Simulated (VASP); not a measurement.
# C: an input that fails (molecular dynamics with a thermostat)

C, P6_3/mmc (no. 194), 8 atoms in the cell.

INCAR:
```
ALGO = Fast ; EDIFF = 1E-5
ENCUT = 400 ; GGA = CA
IBRION = 0 ; ISIF = 2
ISMEAR = -1 ; ISYM = 0
KPAR = 4 ; LANGEVIN_GAMMA = 2000
LASPH = True ; LCHARG = False
LREAL = Auto ; LWAVE = False
MDALGO = 3 ; NELM = 60
NELMIN = 4 ; NSW = 109
POTIM = 1.0 ; PREC = Normal
RANDOM_SEED = 715725 0 0 ; SIGMA = 0.05
TEBEG = 500 ; TEEND = 500
```

KPOINTS:
```
k-points
0
Gamma
  5 3 2
```

POSCAR:
```
C
1.0
    2.4610000000      0.0000000000      0.0000000000
    0.0000000000      4.2625770374      0.0000000000
    0.0000000000      0.0000000000      6.7080000000
C
8
Direct
    0.0000000000      0.0000000000      0.2500000000
    0.5000000000      0.5000000000      0.2500000000
    0.0000000000      0.0000000000      0.7500000000
    0.5000000000      0.5000000000      0.7500000000
    0.0000000000      0.3333333334      0.2500000000
    0.5000000000      0.8333333334      0.2500000000
    0.5000000000      0.1666666666      0.7500000000
    0.0000000000      0.6666666666      0.7500000000
```

Commands:
```
cat potpaw_LDA.64/C/POTCAR > POTCAR
mpirun -np 4 vasp_std > vasp.out
```

VASP stops with:
```
Error: convergence problem! ---->  I REFUSE TO CONTINUE WITH THIS SICK JOB ... BYE!!! <----
```

Cause: friction far too strong.
